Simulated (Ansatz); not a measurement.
**Structure relaxation of Br**

Computed with Ansatz 0.2.0, DFT PBE, scalar-relativistic, plane waves, PAW. Cutoff 420 eV, Γ-centred k mesh, Gaussian smearing, no spin polarisation in the final step.

The start puts Br on the graphite structure type (P6_3/mmc, No. 194), at a guessed volume.

```yaml
crystal:
  lattice:
    - [3.86879, 0.00000, 0.00000]
    - [-1.93440, 3.35047, 0.00000]
    - [0.00000, 0.00000, 10.53695]
  atoms:
    - { symbol: Br, position: [0.00000, 0.00000, 0.25000] }
    - { symbol: Br, position: [0.00000, 0.00000, 0.75000] }
    - { symbol: Br, position: [0.33333, 0.66667, 0.75000] }
    - { symbol: Br, position: [0.66667, 0.33333, 0.25000] }
```

Cell and atoms relax at zero pressure; the relaxation can't lower the symmetry of the start. After a coarse first stage the cell is made exact in the group found at 0.06 Å.

Energies count from the standard state of Br at the same level.

(1) Which crystal results?

(2) What are its volume, energy, density and gap?

Answers

(1) It keeps P6_3/mmc (No. 194), but not the shape of the type it started on. Conventional cell: a = 4.910 Å, c = 9.001 Å. Br on Wyckoff site b (2 atoms of the primitive cell) is coordinated by 3 Br at 2.83 Å; around Br on Wyckoff site d (2 atoms of the primitive cell) lie 3 Br at 2.83 Å.

```cif
data_structure
_symmetry_space_group_name_H-M 'P6_3/mmc'
_symmetry_Int_Tables_number 194
_cell_length_a 4.9101
_cell_length_b 4.9101
_cell_length_c 9.0013
_cell_angle_alpha 90.000
_cell_angle_beta 90.000
_cell_angle_gamma 120.000
_cell_volume 187.94
loop_
_atom_site_label
_atom_site_type_symbol
_atom_site_symmetry_multiplicity
_atom_site_Wyckoff_symbol
_atom_site_fract_x
_atom_site_fract_y
_atom_site_fract_z
_atom_site_occupancy
Br1 Br 2 b 0.00000 0.00000 0.25000 1
Br2 Br 2 d 0.33333 0.66667 0.75000 1
```

(2) The volume per atom is 47.0 Å³, the density is 2.8 g/cm³ and the energy over the standard structure is 0.35 eV/atom. The gap on the 12×12×6 mesh is 0 eV (a metal).

The final run used a 12×12×6 mesh on its 4-atom cell and 0.10 eV smearing. The k mesh leaves about 4 meV/atom of noise in metals. Weakly bound directions are ill-defined at this level, which has no dispersion term. Symmetry constrained the relaxation, so the result can be a saddle point.

This form isn't the element's structure at ambient conditions.